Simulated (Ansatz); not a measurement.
# ZrB2 (P6/mmm) in Ansatz: further runs

The runs below take ZrB2 through relaxation of cell and atoms, with r2SCAN, r2SCAN+U.

Program: Ansatz 0.2.0. These are calculated values, not measurements. Logs are shortened: lines on timing, memory, paths and dates and some standing lists are left out, and cuts for length are marked.

## Step 1: The structure

It takes space group P6/mmm (No. 191, hexagonal). Conventional cell: a = 3.170 Å, b = 3.170 Å, c = 3.533 Å, α = 90.00°, β = 90.00°, γ = 120.00°. Zr (site symmetry 6/mmm) is surrounded by 12 B at 2.54 Å. B (site symmetry -6m2) is surrounded by 3 B at 1.83 Å.

## Step 2: Relaxation of cell and atoms, r2SCAN

File input.yaml:

```yaml
crystal:
  lattice:
    - [3.17, 0.0, 0.0]
    - [-1.585, 2.74530053, 0.0]
    - [0.0, 0.0, 3.533]
  atoms:
    - { symbol: Zr, position: [0.0, 0.0, 0.0] }
    - { symbol: B, position: [0.6666666667, 0.3333333333, 0.5] }
    - { symbol: B, position: [0.3333333333, 0.6666666667, 0.5] }
hamiltonian:
  xc: r2scan
  pseudopotentials: { kind: paw }
kpoints:
  mp_grid: { grid: [10, 10, 8] }
scf:
  occupations: { method: fermi_dirac, width: 0.05 }
output:
  forces: true
  stress: true
  eigenvalues: true
relax:
  f_tol: 0.01
  max_steps: 40
  cell: { stress_tol: 0.05 }
```

Potentials or basis: Ansatz PAW.

Started as:

```sh
$ ansatz run input.yaml --threads 2 --pin off --max-ram 5632MiB --backend cpu --events-out ev --progress --plain --runs-dir out
```

The log of the run:

```text
Warning: RAYON_NUM_THREADS=2 ignored (pool sized by the plan → 2); use --threads N
Engine: ansatz 0.2.0, aarch64-unknown-linux-gnu
Pseudopotentials: kind: paw
Pseudopotential: Zr, paw, valence charge 12, recommended cutoff 500 eV (meta_gga), Zr.paw.azcp
Pseudopotential: B, paw, valence charge 3, recommended cutoff 500 eV (meta_gga), B.paw.azcp
Functional definition: r2SCAN
  parameter k0 = 0.174
  parameter k1 = 0.065
  parameter a1 = 4.9479
  exchange = r2scan_x(k0 = k0, k1 = k1, a1 = a1)
  correlation = r2scan_c
Crystal: 3 atoms, lattice volume = 30.746 Å³
Basis set: ecut = 500 eV, 787 PW (Γ), exchange–correlation on 96×96×108 points (64 copies of the dense FFT grid, shifted against one another)
Bands: 13, of which v1, the nominal top of the filled ones, is band 9 counted from 1 (8 counted from 0)
Symmetry: 24 space group operations
Space group: P6/mmm (ITA 191), of the structure as read, at distance tolerance 3.1e-5 Å
k-points: 70 of 800
Non-local potential: Zr, projectors of the file, l = 0: 3, l = 1: 2, l = 2: 2, l = 3: 2
Non-local potential: B, projectors of the file, l = 0: 2, l = 1: 2, l = 2: 1
PAW form: soft (Blöchl's): semilocal exchange-correlation on the pseudo side does not see the compensation charge
PAW frozen core: Zr, regenerated for the run's functional (the file was generated under x = pbe(κ = 0.804, μ = 0.2195149727645171), c = pbe(β = 0.06672455060314922))
PAW frozen core: B, regenerated for the run's functional (the file was generated under x = pbe(κ = 0.804, μ = 0.2195149727645171), c = pbe(β = 0.06672455060314922))
PAW one-centre angular grid: Zr, 590 points (default); XC on 160 Gauss nodes
PAW one-centre angular grid: B, 302 points (default); XC on 160 Gauss nodes
Initial density: superposition of atomic densities (neutral atoms: chi_scale 0, normalization atom), corrected by the library's trained network
Initial wavefunctions: pseudopotential atomic-orbital guess
Functional: x = r2scan, c = r2scan; τ floored in thin density (d = 2e-4 eV/Å³)
SCF iter   1: F=—  HF=-4511.252920 eV  |F-HF|=—  |Δ(HF+E_count)|=         —  Δρ=6.27e-3  dr2=7.04e-3  dr2_τ=2.39e-1  ethr=1.77e-3  ⟨swp⟩=5.8  Hψ=5029  notcnv=0
preconditioner: auto → none  [insulator: Δε(μ)=0.195 eV  Ē_g=9.446 eV  σ=0.050 eV  W_gap=0.62  n_scr=8 (ndim 8)  ℏωp=21.2 eV  f_vac=0.000  D(μ)=0.33/eV (n_scr^D=0)  ε∞_Penn≈6.0]
SCF iter   2: F=—  HF=-4511.328745 eV  |F-HF|=—  |Δ(HF+E_count)|=   7.58e-2  Δρ=3.67e-3  dr2=1.55e-3  dr2_τ=2.27e-4  ethr=3.91e-5  ⟨swp⟩=2.0  Hψ=2380  notcnv=0
SCF iter   3: F=—  HF=-4511.329741 eV  |F-HF|=—  |Δ(HF+E_count)|=   9.96e-4  Δρ=7.63e-4  dr2=1.59e-4  dr2_τ=2.34e-5  ethr=8.62e-6  ⟨swp⟩=2.3  Hψ=1361  notcnv=0
SCF iter   4: F=—  HF=-4511.329784 eV  |F-HF|=—  |Δ(HF+E_count)|=   4.30e-5  Δρ=2.84e-4  dr2=5.63e-5  dr2_τ=4.69e-6  ethr=8.84e-7  ⟨swp⟩=2.0  Hψ=1450  notcnv=0
SCF iter   5: F=—  HF=-4511.329768 eV  |F-HF|=—  |Δ(HF+E_count)|=   1.54e-5  Δρ=6.59e-5  dr2=1.40e-6  dr2_τ=4.15e-8  ethr=3.13e-7  ⟨swp⟩=2.3  Hψ=1227  notcnv=0
SCF iter   6: F=-4511.329769 eV  HF=-4511.329769 eV  |F-HF|=5.24e-8  |Δ(HF+E_count)|=   7.60e-7  Δρ=1.12e-5  dr2=2.19e-8  dr2_τ=3.54e-9  ethr=5.56e-10  ⟨swp⟩=3.4  Hψ=3956  notcnv=0
SCF 1 converged in 6 iterations: F = -4511.329769 eV  dr2 = 2.19e-8
relax step   1: F+E_penalty+E_count = -4511.32976908 eV  Δ(F+E_penalty+E_count) = +0.000e0 eV  max|allowed force component| = 6.785e-17 eV/Å  Δτ_max = 0.0000 Å  P = +0.798 GPa  Ω = 30.746 Å³  (6 SCF iters, dr2 threshold 1.00e-7 eV, accepted)
Crystal: 3 atoms, lattice volume = 31.004 Å³
Basis set: ecut = 500 eV, 781 PW (Γ), exchange–correlation on 96×96×108 points (64 copies of the dense FFT grid, shifted against one another)
Initial density: handed on by an earlier stage of this run
Initial wavefunctions: those handed on with the density
iter 1 solved again at ethr=2.39e-6 eV; its pass at ethr=3.10e-3 eV (dr2=4.31e-4 eV) is discarded
SCF iter   1: F=—  HF=-4511.327630 eV  |F-HF|=—  |Δ(HF+E_count)|=         —  Δρ=1.17e-3  dr2=4.25e-4  dr2_τ=2.04e-3  ethr=2.39e-6  ⟨swp⟩=2.1  Hψ=6327  notcnv=0
preconditioner: auto → none  [metal: Δε(μ)=0.100 eV  Ē_g=9.335 eV  σ=0.050 eV  W_gap=0.43  n_scr=8 (ndim 8)  ℏωp=21.1 eV  f_vac=0.000  D(μ)=0.32/eV (n_scr^D=0)]
SCF iter   2: F=—  HF=-4511.329853 eV  |F-HF|=—  |Δ(HF+E_count)|=   2.22e-3  Δρ=4.12e-4  dr2=2.71e-5  dr2_τ=4.76e-6  ethr=2.36e-6  ⟨swp⟩=2.0  Hψ=1528  notcnv=0
SCF iter   3: F=—  HF=-4511.329867 eV  |F-HF|=—  |Δ(HF+E_count)|=   1.44e-5  Δρ=1.52e-4  dr2=3.24e-6  dr2_τ=1.96e-7  ethr=1.50e-7  ⟨swp⟩=2.0  Hψ=1502  notcnv=0
SCF iter   4: F=—  HF=-4511.329869 eV  |F-HF|=—  |Δ(HF+E_count)|=   1.92e-6  Δρ=4.39e-5  dr2=1.18e-6  dr2_τ=9.58e-8  ethr=1.80e-8  ⟨swp⟩=2.0  Hψ=1268  notcnv=0
SCF iter   5: F=-4511.329869 eV  HF=-4511.329869 eV  |F-HF|=2.93e-10  |Δ(HF+E_count)|=   2.92e-7  Δρ=9.15e-6  dr2=1.33e-8  dr2_τ=2.02e-9  ethr=1.67e-9  ⟨swp⟩=3.2  Hψ=3598  notcnv=0
SCF 2 converged in 5 iterations: F = -4511.329869 eV  dr2 = 1.33e-8
relax step   2: F+E_penalty+E_count = -4511.32986880 eV  Δ(F+E_penalty+E_count) = -9.972e-5 eV  max|allowed force component| = 2.714e-16 eV/Å  Δτ_max = 0.0000 Å  P = -1.019 GPa  Ω = 31.004 Å³  energy of the carried Pulay correction = -1.574e-4 eV  (5 SCF iters, dr2 threshold 3.00e-7 eV, accepted)
Crystal: 3 atoms, lattice volume = 30.870 Å³
iter 1 solved again at ethr=5.29e-7 eV; its pass at ethr=3.10e-3 eV (dr2=9.53e-5 eV) is discarded
SCF iter   1: F=—  HF=-4511.330564 eV  |F-HF|=—  |Δ(HF+E_count)|=         —  Δρ=5.16e-4  dr2=8.47e-5  dr2_τ=4.59e-4  ethr=5.29e-7  ⟨swp⟩=2.1  Hψ=6252  notcnv=0
preconditioner: auto → none  [insulator: Δε(μ)=0.152 eV  Ē_g=9.376 eV  σ=0.050 eV  W_gap=0.55  n_scr=8 (ndim 8)  ℏωp=21.1 eV  f_vac=0.000  D(μ)=0.32/eV (n_scr^D=0)  ε∞_Penn≈6.1]
SCF iter   2: F=—  HF=-4511.331132 eV  |F-HF|=—  |Δ(HF+E_count)|=   5.68e-4  Δρ=1.89e-4  dr2=5.46e-6  dr2_τ=1.02e-6  ethr=4.71e-7  ⟨swp⟩=2.0  Hψ=1539  notcnv=0
SCF iter   3: F=—  HF=-4511.331135 eV  |F-HF|=—  |Δ(HF+E_count)|=   2.82e-6  Δρ=6.93e-5  dr2=6.13e-7  dr2_τ=4.47e-8  ethr=3.03e-8  ⟨swp⟩=2.0  Hψ=1536  notcnv=0
SCF iter   4: F=-4511.331135 eV  HF=-4511.331135 eV  |F-HF|=2.51e-8  |Δ(HF+E_count)|=   3.86e-7  Δρ=9.37e-6  dr2=3.97e-8  dr2_τ=2.68e-9  ethr=1.67e-9  ⟨swp⟩=5.1  Hψ=4284  notcnv=0
SCF 3 converged in 4 iterations: F = -4511.331135 eV  dr2 = 3.97e-8
relax step   3: F+E_penalty+E_count = -4511.33113537 eV  Δ(F+E_penalty+E_count) = -1.267e-3 eV  max|allowed force component| = 3.824e-16 eV/Å  Δτ_max = 0.0000 Å  P = -0.078 GPa  Ω = 30.870 Å³  energy of the carried Pulay correction = -7.636e-5 eV  (4 SCF iters, dr2 threshold 3.00e-7 eV, accepted)
Crystal: 3 atoms, lattice volume = 30.863 Å³
iter 1 solved again at ethr=2.57e-9 eV; its pass at ethr=3.10e-3 eV (dr2=4.62e-7 eV) is discarded
SCF iter   1: F=—  HF=-4511.331141 eV  |F-HF|=—  |Δ(HF+E_count)|=         —  Δρ=2.62e-5  dr2=4.08e-7  dr2_τ=5.94e-7  ethr=2.57e-9  ⟨swp⟩=2.5  Hψ=5966  notcnv=0
preconditioner: auto → none  [insulator: Δε(μ)=0.155 eV  Ē_g=9.377 eV  σ=0.050 eV  W_gap=0.55  n_scr=8 (ndim 8)  ℏωp=21.1 eV  f_vac=0.000  D(μ)=0.32/eV (n_scr^D=0)  ε∞_Penn≈6.1]
SCF iter   2: F=—  HF=-4511.331142 eV  |F-HF|=—  |Δ(HF+E_count)|=   1.09e-6  Δρ=9.71e-6  dr2=2.90e-8  dr2_τ=1.13e-8  ethr=2.27e-9  ⟨swp⟩=2.0  Hψ=1538  notcnv=0
SCF iter   3: F=-4511.331142 eV  HF=-4511.331142 eV  |F-HF|=1.48e-9  |Δ(HF+E_count)|=  4.83e-10  Δρ=5.13e-6  dr2=5.65e-9  dr2_τ=5.77e-10  ethr=9.86e-11  ⟨swp⟩=4.2  Hψ=2810  notcnv=0
SCF 4 converged in 3 iterations: F = -4511.331142 eV  dr2 = 5.65e-9
relax step   4: F+E_penalty+E_count = -4511.33114172 eV  Δ(F+E_penalty+E_count) = -6.351e-6 eV  max|allowed force component| = 1.172e-16 eV/Å  Δτ_max = 0.0000 Å  P = -0.021 GPa  Ω = 30.863 Å³  energy of the carried Pulay correction = -7.215e-5 eV  (3 SCF iters, dr2 threshold 1.77e-8 eV, accepted)
Initial wavefunctions: pseudopotential atomic-orbital guess (no wavefunctions were taken with the density)
iter 1 solved again at ethr=3.36e-8 eV; its pass at ethr=3.10e-3 eV (dr2=6.04e-6 eV) is discarded
SCF iter   1: F=—  HF=-4511.331210 eV  |F-HF|=—  |Δ(HF+E_count)|=         —  Δρ=1.88e-5  dr2=1.59e-8  dr2_τ=1.15e-7  ethr=3.36e-8  ⟨swp⟩=3.3  Hψ=7585  notcnv=0
SCF iter   2: F=—  HF=-4511.331210 eV  |F-HF|=—  |Δ(HF+E_count)|=   1.23e-7  Δρ=9.53e-6  dr2=3.53e-9  dr2_τ=4.14e-9  ethr=8.83e-11  ⟨swp⟩=2.0  Hψ=1535  notcnv=0
SCF iter   3: F=—  HF=-4511.331210 eV  |F-HF|=—  |Δ(HF+E_count)|=   1.04e-8  Δρ=1.34e-6  dr2=6.17e-10  dr2_τ=8.54e-11  ethr=1.96e-11  ⟨swp⟩=2.0  Hψ=1432  notcnv=0
SCF iter   4: F=-4511.331210 eV  HF=-4511.331210 eV  |F-HF|=7.28e-12  |Δ(HF+E_count)|=  2.18e-11  Δρ=3.20e-7  dr2=2.27e-11  dr2_τ=6.90e-12  ethr=1.00e-12  ⟨swp⟩=4.7  Hψ=4528  notcnv=0
SCF 5 converged in 4 iterations: F = -4511.331210 eV  dr2 = 2.27e-11
relax step   5: F+E_penalty+E_count = -4511.33120989 eV  Δ(F+E_penalty+E_count) = -6.817e-5 eV  max|allowed force component| = 1.419e-16 eV/Å  Δτ_max = 0.0000 Å  P = -0.019 GPa  Ω = 30.863 Å³  stress off target by 2.83e-2 GPa  SCF on the basis re-selected at this cell (its energy is not comparable with the rows above)  (4 SCF iters)
basis re-selected at this cell: Δ(F+E_penalty+E_count) = -6.817e-5 eV, ΔP = +0.001 GPa vs the last step (what re-selecting the basis moved, of the pressure what is left beyond the Pulay correction that the steps carried, after the strain that the cell walked since its last selection, with what the two solves' SCF thresholds leave and, on support functions, any second-order correction that the steps lacked; it is no measure of the basis error at this ecutwfc). This SCF's stress stands 2.83e-2 GPa from its target on what of the cell is left free (relax.cell.stress_tol is 5.00e-2 GPa) and its largest allowed force component is 1.42e-16 eV/Å (relax.f_tol is 1.00e-2 eV/Å): within both
SCF converged after 4 iterations
Free energy (F): -4511.331210 eV
Harris-Foulkes:  -4511.331210 eV  (|F-HF|=7.28e-12)
Internal energy: -4511.328541 eV  (E = F + TS)
E sigma→0 (E₀):  -4511.329875 eV
Entropy (-TS):   -0.002669 eV (-0.890 meV/atom)
Fermi energy:    15.775994 eV
--- Per-component energies (eV) ---
  E_band       = -38.189334
  E_kinetic    = 433.833198
  E_local      = -555.866395  (includes V_loc(G=0)·N_el)
  E_nonlocal   = 99.638474
  E_hartree    = 175.546113
  E_xc         = -221.109782
  E_vxc        = -297.131049  (∫ρ·V_xc dr)
  E_paw        = -3130.716625  (= ΣΔE_a)
  E_vpaw       = -86.050792  (= ΣTr[D̂ρ^β])
  E_aug_tail   = 0.000006  (compensation charges beyond the density's cutoff)
  E_vtau       = 16.295044  (kinetic-family band-sum trace: ∫τ·v_τ [+ j·A + Jᵃ·Aᵃ] dr)
  E_ewald      = -1312.451905
  E_core_change = -0.201626  (= ΣΔE_core)
  E_smearing   = -0.002669  (= −TS)
  E_closure    = 0.000000  (closes the sum)
  Σ components = -4511.331210   (vs F -4511.331210, Δ=0.00e0)
--- Forces (eV/Å), atoms counted from 1 ---
  atom   1  Zr     0.00000000     0.00000000     0.00000000
  atom   2  B      0.00000000     0.00000000     0.00000000
  atom   3  B     -0.00000000    -0.00000000     0.00000000
  max |Σ_I F_I| component: 3.70e-17 eV/Å
--- Stress (GPa, compression-positive) ---
       -0.028284       0.000000       0.000000
        0.000000      -0.028284       0.000000
        0.000000       0.000000      -0.001842
  P = ⅓ Tr σ = -0.0195 GPa (-0.195 kbar)
--- Band table (eV; the first three rows and the last of 70) ---
  k-point 0: bands = ["-34.5844", "-12.0748", "-11.4981", "-11.4981", "2.2219", "13.1243", "13.1243", "13.1601", "13.1858", "19.4423", "19.4423", "20.1990", "20.1990"]
  k-point 1: bands = ["-34.5816", "-12.1304", "-11.4944", "-11.4944", "2.4536", "11.7237", "13.2757", "13.2757", "14.5556", "18.4435", "18.4435", "19.7180", "19.7180"]
  k-point 2: bands = ["-34.5748", "-12.2613", "-11.4854", "-11.4854", "3.0745", "10.2641", "13.7158", "13.7158", "15.9073", "17.2794", "17.2794", "18.5963", "18.5963"]
  k-point 69: bands = ["-34.4274", "-12.2135", "-12.1444", "-12.0315", "5.9930", "7.0316", "10.5909", "12.8694", "12.8972", "20.0045", "21.7617", "22.1557", "22.2420"]
--- Relaxed structure (4 steps of the walk, 4 accepted, 1 SCFs on fresh bases) ---
  F+E_penalty+E_count = -4511.33120989 eV   max|allowed force component| = 1.419e-16 eV/Å   (the final SCF, on the basis selected at the relaxed cell)
  cell:  # Å, volume = 30.8629 Å³
    - [3.166302334074278, 0.0, 0.0]
    - [-1.583151167037139, 2.742098257370287, 0.0]
    - [0.0, 0.0, 3.554684353141823]
  atoms:
    - { symbol: Zr, position: [2.0577868239579167e-34, 8.964084105197378e-35, 0.0] }
    - { symbol: B, position: [0.6666666666666667, 0.33333333333333337, 0.5] }
    - { symbol: B, position: [0.33333333333333337, 0.6666666666666667, 0.5] }
```

Run time: 18 s. Hardware: 2 threads of Arm Neoverse N1, shared host; peak memory 0.41 GiB.

Results:

```
Free energy                            : -4511.3312 eV
Relaxed volume                         : 10.29 Å³/atom
Relaxed cell                           : a = 3.166 Å, b = 3.166 Å, c = 3.555 Å, α = 90.00°, β = 90.00°, γ = 120.00°
Space group after relaxing (to 0.05 Å) : P6/mmm (No. 191)
Energy gained by relaxing              : 0.5 meV/atom
Ionic steps                            : 5
Pressure after relaxing                : 0.0 GPa
Band gap on the k mesh                 : none (metal or under the smearing width)
```

The path:
| step | energy change (eV) | largest force (eV/Å) | volume (Å³) |
| --- | --- | --- | --- |
| 1 | 0.0000 | 0.0000 | 30.75 |
| 2 | -0.0001 | 0.0000 | 31.00 |
| 3 | -0.0014 | 0.0000 | 30.87 |
| 4 | -0.0014 | 0.0000 | 30.86 |
| 5 | -0.0014 | 0.0000 | 30.86 |

Final structure:
```
CELL_PARAMETERS angstrom
3.16630 0.00000 0.00000
-1.58315 2.74210 0.00000
0.00000 0.00000 3.55468
ATOMIC_POSITIONS crystal
Zr 0.00000 0.00000 0.00000
B 0.66667 0.33333 0.50000
B 0.33333 0.66667 0.50000
```

Levels at points of the mesh, in eV from the Fermi level:
```tsv
k point	band 5	band 6	band 7	band 8	band 9	band 10	band 11	band 12	band 13
(0.00, 0.00, 0.00)	-13.55	-2.65	-2.65	-2.62	-2.59	3.67	3.67	4.42	4.42
(0.00, 0.00, -0.50)	-11.52	-7.33	-0.94	-0.94	0.50	0.50	0.92	0.92	1.93
(0.00, -0.50, 0.00)	-9.45	-9.16	-4.10	-3.20	-2.70	2.34	2.50	5.23	5.29
(0.00, -0.50, -0.50)	-10.57	-7.49	-4.77	-4.30	-2.19	3.94	4.30	5.59	6.44
```

Caveat: the plane-wave basis is chosen anew once the cell has moved, so the energies of steps on either side of that aren't comparable; the PAW data sets come from PBE, with cores solved anew for the run's functional, which leaves a small shift of forces and pressure. Zero-point motion and thermal expansion aren't in these numbers.

(Part 1 of 2 ends here.)
